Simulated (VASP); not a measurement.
# AlN (F-43m) in VASP: band structure with PBE

Aim: the band structure of AlN with PBE.

Everything below comes from runs of VASP 6.6.1. Logs are shortened: lines on timing, memory, paths and dates and some standing lists are left out, and cuts for length are marked.

**1. Starting point**

It takes space group F-43m (No. 216, cubic). Conventional cell: a = 4.380 Å, b = 4.380 Å, c = 4.380 Å, α = 90.00°, β = 90.00°, γ = 90.00°. Al (site symmetry -43m) is surrounded by 4 N at 1.90 Å. Around N (site symmetry -43m) lie 4 Al at 1.90 Å.

The cell was built by a generator and needn't be a form met in nature.

**2. Band structure, PBE**

Contents of POSCAR:

```
AlN
1.0
    0.0000000000      2.1900000000      2.1900000000
    2.1900000000      0.0000000000      2.1900000000
    2.1900000000      2.1900000000      0.0000000000
Al N
1 1
Direct
    0.0000000000      0.0000000000      0.0000000000
    0.2500000000      0.2500000000      0.2500000000
```

Contents of INCAR.step1:

```
SYSTEM = AlN
ALGO = Normal
EDIFF = 1E-6
ENCUT = 520
GGA = PE
ISIF = 2
ISMEAR = 0
LASPH = .TRUE.
LCHARG = .TRUE.
LREAL = .FALSE.
LWAVE = .FALSE.
NBANDS = 11
NELM = 60
PREC = Accurate
SIGMA = 0.02
```

Contents of KPOINTS.step1:

```
k-points
0
G
  10 10 10
  0 0 0
```

Contents of INCAR.step2:

```
SYSTEM = AlN
ALGO = Normal
EDIFF = 1E-6
ENCUT = 520
GGA = PE
ICHARG = 11
ISIF = 2
ISMEAR = 0
LASPH = .TRUE.
LCHARG = .FALSE.
LREAL = .FALSE.
LWAVE = .FALSE.
NBANDS = 11
NELM = 60
PREC = Accurate
SIGMA = 0.05
```

Contents of KPOINTS.step2:

```
path GXWKGLUWLK,UX
10
line-mode
reciprocal
 0.0000000000  0.0000000000  0.0000000000  G
 0.5000000000  0.0000000000  0.5000000000  X

 0.5000000000  0.0000000000  0.5000000000  X
 0.5000000000  0.2500000000  0.7500000000  W

 0.5000000000  0.2500000000  0.7500000000  W
 0.3750000000  0.3750000000  0.7500000000  K

 0.3750000000  0.3750000000  0.7500000000  K
 0.0000000000  0.0000000000  0.0000000000  G

 0.0000000000  0.0000000000  0.0000000000  G
 0.5000000000  0.5000000000  0.5000000000  L

 0.5000000000  0.5000000000  0.5000000000  L
 0.6250000000  0.2500000000  0.6250000000  U

 0.6250000000  0.2500000000  0.6250000000  U
 0.5000000000  0.2500000000  0.7500000000  W

 0.5000000000  0.2500000000  0.7500000000  W
 0.5000000000  0.5000000000  0.5000000000  L

 0.5000000000  0.5000000000  0.5000000000  L
 0.3750000000  0.3750000000  0.7500000000  K

 0.6250000000  0.2500000000  0.6250000000  U
 0.5000000000  0.0000000000  0.5000000000  X
```

Potentials or basis: VASP PAW PBE potentials, release 64 (Al, N).

Launch:

```bash
cat potpaw_PBE.64/Al/POTCAR potpaw_PBE.64/N/POTCAR > POTCAR
cp INCAR.step1 INCAR
cp KPOINTS.step1 KPOINTS
mpirun -np 1 vasp_std > vasp.out
cp INCAR.step2 INCAR
cp KPOINTS.step2 KPOINTS
mpirun -np 1 vasp_std > vasp.out
```

OUTCAR:

```text
SYSTEM = AlN
   EDIFF = 1E-6
   ENCUT = 520
   GGA = PE
   ICHARG = 11
   ISIF = 2
   ISMEAR = 0
   LASPH = .TRUE.
   LREAL = .FALSE.
   NELM = 60
   PREC = Accurate

 ion  position               nearest neighbor table
   1  0.000  0.000  0.000-   2 1.90   2 1.90   2 1.90   2 1.90
   2  0.250  0.250  0.250-   1 1.90   1 1.90   1 1.90   1 1.90

  LATTYP: Found a face centered cubic cell.
 ALAT       =     4.3800000000

  Lattice vectors:

 A1 = (   0.0000000000,   2.1900000000,   2.1900000000)
 A2 = (   2.1900000000,   0.0000000000,   2.1900000000)
 A3 = (   2.1900000000,   2.1900000000,   0.0000000000)

Analysis of symmetry for initial positions (statically):
=====================================================================
 Subroutine PRICEL returns:
 Original cell was already a primitive cell.

 Routine SETGRP: Setting up the symmetry group for a
 face centered cubic supercell.

 Subroutine GETGRP returns: Found 24 space group operations
 (whereof 24 operations were pure point group operations)
 out of a pool of 48 trial point group operations.

The static configuration has the point symmetry T_d .

Analysis of symmetry for dynamics (positions and initial velocities):
=====================================================================
 Subroutine PRICEL returns:
 Original cell was already a primitive cell.

 Routine SETGRP: Setting up the symmetry group for a
 face centered cubic supercell.

 Subroutine GETGRP returns: Found 24 space group operations
 (whereof 24 operations were pure point group operations)
 out of a pool of 48 trial point group operations.

The dynamic configuration has the point symmetry T_d .

 Subroutine INISYM returns: Found 24 space group operations
 (whereof 24 operations are pure point group operations),
 and found     1 'primitive' translations

----------------------------------------------------------------------------------------

                                     Primitive cell

  volume of cell :      21.0069

  direct lattice vectors                    reciprocal lattice vectors
     0.000000000  2.190000000  2.190000000    -0.228310502  0.228310502  0.228310502
     2.190000000  0.000000000  2.190000000     0.228310502 -0.228310502  0.228310502
     2.190000000  2.190000000  0.000000000     0.228310502  0.228310502 -0.228310502

  length of vectors
     3.097127702  3.097127702  3.097127702     0.395445390  0.395445390  0.395445390

  position of ions in fractional coordinates (direct lattice)
     0.000000000  0.000000000  0.000000000
     0.250000000  0.250000000  0.250000000

  ion indices of the primitive-cell ions
   primitive index   ion index
                 1           1
                 2           2

----------------------------------------------------------------------------------------

 KPOINTS: path GXWKGLUWLK,UX

Interpolating k-points between supplied coordinates.

 Line segments in fractional coordinates (reciprocal lattice):
    0.000000  0.000000  0.000000  ...  0.500000  0.000000  0.500000
    0.500000  0.000000  0.500000  ...  0.500000  0.250000  0.750000
    0.500000  0.250000  0.750000  ...  0.375000  0.375000  0.750000
    0.375000  0.375000  0.750000  ...  0.000000  0.000000  0.000000
    0.000000  0.000000  0.000000  ...  0.500000  0.500000  0.500000
    0.500000  0.500000  0.500000  ...  0.625000  0.250000  0.625000
    0.625000  0.250000  0.625000  ...  0.500000  0.250000  0.750000
    0.500000  0.250000  0.750000  ...  0.500000  0.500000  0.500000
    0.500000  0.500000  0.500000  ...  0.375000  0.375000  0.750000
    0.625000  0.250000  0.625000  ...  0.500000  0.000000  0.500000

 Generated    10 points on each line segment, for a total of    100 k-points:

 Following reciprocal coordinates:
            Coordinates               Weight
  0.000000  0.000000  0.000000      0.010000
  0.055556  0.000000  0.055556      0.010000
  0.111111  0.000000  0.111111      0.010000
  0.166667  0.000000  0.166667      0.010000
  0.222222  0.000000  0.222222      0.010000
  0.277778  0.000000  0.277778      0.010000
[... 16 lines left out ...]
  0.472222  0.277778  0.750000      0.010000
  0.458333  0.291667  0.750000      0.010000
 [... further k-points ...]
   k-points           NKPTS =    100   k-points in BZ     NKDIM =    100   number of bands    NBANDS=     11
   number of dos      NEDOS =    301   number of ions     NIONS =      2
   total plane-waves  NPLWV =  13824
   dimension x,y,z NGX =    24 NGY =   24 NGZ =   24
   dimension x,y,z NGXF=    48 NGYF=   48 NGZF=   48
   ions per type =               1   1
   NGX,Y,Z   is equivalent  to a cutoff of  12.88, 12.88, 12.88 a.u.
   NGXF,Y,Z  is equivalent  to a cutoff of  25.77, 25.77, 25.77 a.u.
 SYSTEM =  AlN
   PREC   = accura    normal or accurate (medium, high low for compatibility)
   ISTART =      0    job   : 0-new  1-cont  2-samecut
   ICHARG =     11    charge: 1-file 2-atom 10-const
   ISPIN  =      1    spin polarized calculation?
   LNONCOLLINEAR =      F non collinear calculations
   LSORBIT =      F    spin-orbit coupling
   LASPH  =      T    aspherical Exc in radial PAW
   ENCUT  =  520.0 eV  38.22 Ry    6.18 a.u.   5.76  5.76  5.76*2*pi/ulx,y,z
   NELM   =     60;   NELMIN=  2; NELMDL=  0     # of ELM steps
   EDIFF  = 0.1E-05   stopping-criterion for ELM
   LREAL  =      F    real-space projection
   EDIFFG = 0.1E-04   stopping-criterion for IOM
   NSW    =      0    number of steps for IOM
   IBRION =     -1    ionic relax: 0-MD 1-quasi-New 2-CG
   NFREE  =      0    steps in history (QN), initial steepest desc. (CG)
   ISIF   =      2    stress and relaxation
   ISYM   =      2    0-nonsym 1-usesym 2-fastsym
   POTIM  = 0.5000    time-step for ionic-motion
   TEBEG  =    0.0;   TEEND  =   0.0 temperature during run
   PSTRESS=    0.0 pullay stress
   NELECT =       8.0000    total number of electrons
   NUPDOWN=      -1.0000    fix difference up-down
   EMIN   =  10.00;   EMAX   =-10.00  energy-range for DOS
   EFERMI =   0.00;   METHOD = LEGACY
   ISMEAR =     0;   SIGMA  =   0.05  broadening in eV -4-tet -1-fermi 0-gaus
   EFERMI_NEDOS =   21; number of points for ismear=-14 and -15
   IALGO  =     38    algorithm
   IMIX   =      4    mixing-type and parameters
     AMIX     =   0.40;   BMIX     =  1.00
     AMIX_MAG =   1.60;   BMIX_MAG =  1.00
  volume/ion in A,a.u.               =      10.50        70.88
  Fermi-wavevector in a.u.,A,eV,Ry     =   1.186636  2.242416 19.158419  1.408104
  Thomas-Fermi vector in A             =   2.322804
   LORBIT       =      0    0 simple, 1 ext, 2 COOP (PROOUT), +10 PAW based schemes
   GGA     = PE    functional components
   LHFCALC =     F    Hartree Fock is set to
   AEXX    =    0.0000 exact exchange contribution
   IVDW    =     0    specifies the selected vdW correction
   LEPSILON=     F    determine dielectric tensor
   LRPA    =     F    only Hartree local field effects (RPA)
 non-spin polarized calculation
 Gauss-broadening in eV      SIGMA  =   0.05
  energy-cutoff  :      520.00
  volume of cell :       21.01
 maximum number of plane-waves:       588
 NGX is ok and might be reduce to    24

 number of electron       8.0000000 magnetization

 Free energy of the ion-electron system (eV)
  ---------------------------------------------------
  ext. energy  EPLUGINS =         0.00000000
  ---------------------------------------------------
  free energy    TOTEN  =       -15.09229101 eV

  energy without entropy =      -15.09229101  energy(sigma->0) =      -15.09229101

 E-fermi :   6.2146     XC(G=0): -10.8977

 val. band max:        5.8922652246   @ k =   0.0000   0.0000   0.0000
 cond. band min:       9.2060335548   @ k =   0.5000   0.0000   0.5000
 fundamental gap:      3.3137683302
 Fermi energy:         6.2146305183

 k-point     1 :       0.0000    0.0000    0.0000
  band No.  band energies     occupation
      1      -9.0407      2.00000
      2       5.8923      2.00000
      3       5.8923      2.00000
      4       5.8923      2.00000
      5      10.0156      0.00000
      6      18.3715      0.00000
      7      18.3715      0.00000
      8      18.3715      0.00000
      9      23.5152      0.00000
     10      23.5153      0.00000
     11      24.9011      0.00000

 k-point     2 :       0.0556    0.0000    0.0556
  band No.  band energies     occupation
      1      -8.9806      2.00000
      2       5.6087      2.00000
      3       5.8265      2.00000
      4       5.8265      2.00000
      5      10.3261      0.00000
      6      18.1626      0.00000
      7      18.4601      0.00000
      8      18.4601      0.00000
      9      22.0754      0.00000
     10      23.6083      0.00000
     11      25.0932      0.00000

 k-point     3 :       0.1111    0.0000    0.1111
  band No.  band energies     occupation
      1      -8.8033      2.00000
      2       4.9493      2.00000
      3       5.6430      2.00000
      4       5.6430      2.00000
      5      11.0288      0.00000
      6      17.6302      0.00000
      7      18.7125      0.00000
      8      18.7125      0.00000
      9      20.1312      0.00000
     10      23.8868      0.00000
     11      25.6631      0.00000
[... 267 lines left out ...]
 k-point    23 :       0.4722    0.2778    0.7500
  band No.  band energies     occupation
      1      -6.3455      2.00000
      2       2.0004      2.00000
      3       2.4989      2.00000
      4       3.3962      2.00000
      5      11.8312      0.00000
      6      16.9041      0.00000
      7      18.0056      0.00000
      8      18.2175      0.00000
      9      22.8479      0.00000
     10      24.8562      0.00000
     11      30.6639      0.00000

 k-point    24 :       0.4583    0.2917    0.7500
  band No.  band energies     occupation
      1      -6.3565      2.00000
      2       1.9170      2.00000
      3       2.4675      2.00000
      4       3.5932      2.00000
      5      11.7246      0.00000
      6      16.6524      0.00000
      7      18.2240      0.00000
      8      18.4023      0.00000
      9      22.6480      0.00000
     10      25.0009      0.00000
     11      30.5935      0.00000

 [... further k-points ...]

------------------------ aborting loop because EDIFF is reached ----------------------------------------

  FORCE on cell =-STRESS in cart. coord.  units (eV):
  Direction    XX          YY          ZZ          XY          YZ          ZX
  --------------------------------------------------------------------------------------
  -------------------------------------------------------------------------------------
  Total       -0.1024960     -0.1024960     -0.1024960      0.0000000     -0.0000000      0.0000000
  in kB       -7.8172723     -7.8172723     -7.8172723      0.0000000     -0.0000000      0.0000000
  external PRESSURE =      -7.8172723 kB  Pullay stress =       0.0000000 kB

 VOLUME and BASIS-vectors are now :
 -----------------------------------------------------------------------------
  energy-cutoff  :      520.00
  volume of cell :       21.01
      direct lattice vectors                 reciprocal lattice vectors
     0.000000000  2.190000000  2.190000000    -0.228310502  0.228310502  0.228310502
     2.190000000  0.000000000  2.190000000     0.228310502 -0.228310502  0.228310502
     2.190000000  2.190000000  0.000000000     0.228310502  0.228310502 -0.228310502

 POSITION                                       TOTAL-FORCE (eV/Angst)
 -----------------------------------------------------------------------------------
      0.00000      0.00000      0.00000         0.000000      0.000000      0.000000
      1.09500      1.09500      1.09500        -0.000000     -0.000000     -0.000000
 -----------------------------------------------------------------------------------
    total drift:                                0.000000      0.000000      0.000000

  FREE ENERGIE OF THE ION-ELECTRON SYSTEM (eV)
  ---------------------------------------------------
  free  energy   TOTEN  =       -15.0922910066 eV

  energy  without entropy=      -15.0922910066  energy(sigma->0) =      -15.09229101
```

Wall time 6.7 s (1 thread of Intel Xeon 6975P-C (Granite Rapids), shared host); peak memory 0.14 GiB.

What came out:

```
Band gap on the k mesh  : 3.31 eV, indirect (least direct gap 4.12 eV)
Band gap along the path : 3.31 eV, indirect (least direct gap 4.12 eV)
```

Levels at the corners of the path, in eV from the valence-band top:
```tsv
point	band 2	band 3	band 4	band 5	band 6	band 7
Γ	0.00	0.00	0.00	4.12	12.48	12.48
X	-4.88	-1.76	-1.76	3.31	8.57	13.85
X	-4.88	-1.76	-1.76	3.31	8.57	13.85
W	-3.77	-3.41	-2.68	6.03	11.38	11.90
W	-3.77	-3.41	-2.68	6.03	11.38	11.90
K	-4.24	-3.61	-1.36	5.15	10.04	12.97
K	-4.24	-3.61	-1.36	5.15	10.04	12.97
Γ	0.00	0.00	0.00	4.12	12.48	12.48
Γ	0.00	0.00	0.00	4.12	12.48	12.48
L	-5.82	-0.48	-0.48	7.30	9.81	11.10
L	-5.82	-0.48	-0.48	7.30	9.81	11.10
U	-4.24	-3.61	-1.36	5.15	10.04	12.97
U	-4.24	-3.61	-1.36	5.15	10.04	12.97
W	-3.77	-3.41	-2.68	6.03	11.38	11.90
W	-3.77	-3.41	-2.68	6.03	11.38	11.90
L	-5.82	-0.48	-0.48	7.30	9.81	11.10
L	-5.82	-0.48	-0.48	7.30	9.81	11.10
K	-4.24	-3.61	-1.36	5.15	10.04	12.97
U	-4.24	-3.61	-1.36	5.15	10.04	12.97
X	-4.88	-1.76	-1.76	3.31	8.57	13.85
```

Caveat: the log is that of the step along the path at fixed density, whose energy, stress, charges and moments have no meaning. PBE gaps usually lie below the measured ones, often by a third to a half.
